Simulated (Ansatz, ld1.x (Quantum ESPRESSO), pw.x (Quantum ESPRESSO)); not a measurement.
# From atom to crystal: PAW potential for K (Z = 19)

```
Element                 : K (Z = 19)
Generator               : ld1.x (Quantum ESPRESSO) 7.5
Type                    : PAW
Functional              : PBE
Relativity              : scalar-relativistic
Frozen core             : [Ne]
Valence charge          : 9
Reference configuration : 3s2 3p6 3d0 4s0 4p1
Partial waves           : 3s (bound): rcut 1.70, rcutus 2.25 bohr; 4s (bound, empty): rcut 1.70, rcutus 2.25 bohr; 3p (bound): rcut 2.05, rcutus 2.70 bohr; 4p (bound): rcut 2.05, rcutus 2.70 bohr; 3d (bound, empty): rcut 3.75, rcutus 4.35 bohr; 3d channel at 2.85 Ry: rcut 3.75, rcutus 4.35 bohr
Local potential         : all-electron potential smoothed inside 2.80 bohr (lloc = -2)
Core correction         : a·sin(br)/r model core inside 1.80 bohr
Augmentation charge     : PSQ, inside the norm-conserving radii
```

Crystal test: sc K in pw.x 7.5, no spin, 8³ k-points, Fermi–Dirac smearing 0.01 Ry, cutoffs 40/320 Ry. The reference is all-electron LAPW (Ansatz 0.2.0) with the same functional, mesh and smearing; V0 and B0 come from Birch–Murnaghan fits to the pressures at five volumes. Errors are pseudo minus all-electron; Δ is the rms difference of the E(V) curves that follow from these fits, minima aligned, over ±6 % about the mean V0. Mesh and smearing are coarse, so the numbers serve the comparison and aren't converged zero-temperature values; the lattice is a test structure that the element need not adopt.

All-electron: a0 = 4.303 Å (V0 = 79.69 Å³/atom), B0 = 2.7 GPa.

Q: How far does the potential miss the all-electron equation of state?

A: mean pressure error (GPa): +0.26. The pressure does not cross zero within the volumes sampled, so no fit is given. The largest radius (4.35 bohr) exceeds half the bond length (4.07 bohr), so the spheres overlap, which is one possible source of error among others. This is a poor potential for the solid. Atomic configuration tests: test run stopped at test 4 of 7 (negative rho).

| V (Å³/atom) | P all-electron (GPa) | P pseudo (GPa) |
| --- | --- | --- |
| 75.817 | 0.15 | 0.47 |
| 77.812 | 0.07 | 0.35 |
| 79.807 | -0.00 | 0.25 |
| 81.802 | -0.07 | 0.16 |
| 83.797 | -0.12 | 0.08 |

Q: At the middle volume, how do free energy and pressure move when the wave cutoff is lowered (ecutrho held at 320 Ry)?

A:

```csv
cutoff (Ry),shift of F (meV/atom),shift of P (GPa)
18,+16.9,-0.18
24,+4.0,-0.01
32,+0.7,-0.00
```

The run at the middle volume (35 k-points, 11 iterations) took about 28 s on one core of a shared host (Neoverse-V1, 32 threads, 247 GiB, load 14).
